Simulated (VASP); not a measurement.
**VASP 6.6.1 run: Mg$_{2}$Si**

INCAR

```
ISIF = 2
NBANDS = 11
NSW = 0
PREC = Accurate
SIGMA = 0.02
LASPH = .TRUE.
ISMEAR = -1
EDIFF = 1E-7
IBRION = -1
LWAVE = .FALSE.
NELM = 120
GGA = PE
ENCUT = 200
LCHARG = .FALSE.
LREAL = .FALSE.
```

KPOINTS

```
KPOINTS created by Atomic Simulation Environment
0
Gamma
8 8 8
0 0 0
```

POSCAR

```
Si Mg
 1.0000000000000000
     0.0000000000000000    3.1689631854572040    3.1689631854572040
     3.1689631854572040    0.0000000000000000    3.1689631854572040
     3.1689631854572040    3.1689631854572040    0.0000000000000000
 Si  Mg
   1   2
Cartesian
 -0.0000000000000000 -0.0000000000000000  0.0000000000000000
  1.5844815927286025  1.5844815927286025  1.5844815927286025
  4.7534447781858065  4.7534447781858056  4.7534447781858056
```

The recommended PBE PAW datasets give the neutral cell 8 valence electrons.

Command

```
mpirun -np 1 vasp_std
```

How does this run end, and what does it give?

It converged. Results: gap between bands v and c on the k mesh 0.20 eV; least direct gap on the k mesh 1.91 eV; pressure 0.6 GPa. Band v is the last that the valence electrons fill when counted band by band, and c is the next.

OSZICAR

```
N       E                     dE             d eps       ncg     rms          rms(c)
DAV:   1    -0.138134890018E+01   -0.13813E+01   -0.15833E+03   638   0.251E+02
DAV:   2    -0.921198778826E+01   -0.78306E+01   -0.73570E+01   820   0.441E+01
DAV:   3    -0.945178165005E+01   -0.23979E+00   -0.23942E+00   800   0.646E+00
DAV:   4    -0.945284611500E+01   -0.10645E-02   -0.10644E-02   754   0.571E-01
DAV:   5    -0.945285329521E+01   -0.71802E-05   -0.71802E-05   774   0.434E-02    0.416E+00
DAV:   6    -0.896587316686E+01    0.48698E+00   -0.10040E+00   695   0.332E+00    0.242E+00
DAV:   7    -0.889914574418E+01    0.66727E-01   -0.37012E-01   743   0.217E+00    0.110E+00
DAV:   8    -0.889903480288E+01    0.11094E-03   -0.13925E-02   698   0.553E-01    0.340E-01
DAV:   9    -0.889890460509E+01    0.13020E-03   -0.40253E-04   734   0.863E-02    0.172E-01
DAV:  10    -0.889898294694E+01   -0.78342E-04   -0.24341E-04   719   0.633E-02    0.582E-02
DAV:  11    -0.889897180181E+01    0.11145E-04   -0.36530E-05   729   0.214E-02    0.108E-02
DAV:  12    -0.889897280388E+01   -0.10021E-05   -0.51592E-06   701   0.105E-02    0.498E-03
DAV:  13    -0.889897291268E+01   -0.10881E-06   -0.16378E-07   656   0.171E-03    0.150E-03
DAV:  14    -0.889897292125E+01   -0.85705E-08   -0.18435E-08   379   0.629E-04
   1 F= -.88989729E+01 E0= -.88989643E+01  d E =-.173354E-04
```

Standard output (part)

```
POSCAR found type information on POSCAR SiMg
 POSCAR found :  2 types and       3 ions
 LDA part: xc-table for (Slater+PW92), standard interpolation
 POSCAR, INCAR and KPOINTS ok, starting setup
 WAVECAR not read
 entering main loop
```

For comparison, a separate PBE run of the intended cell, on usual settings and not on those above, gives a gap of 0.20 eV on its mesh and a pressure of 0.6 GPa.
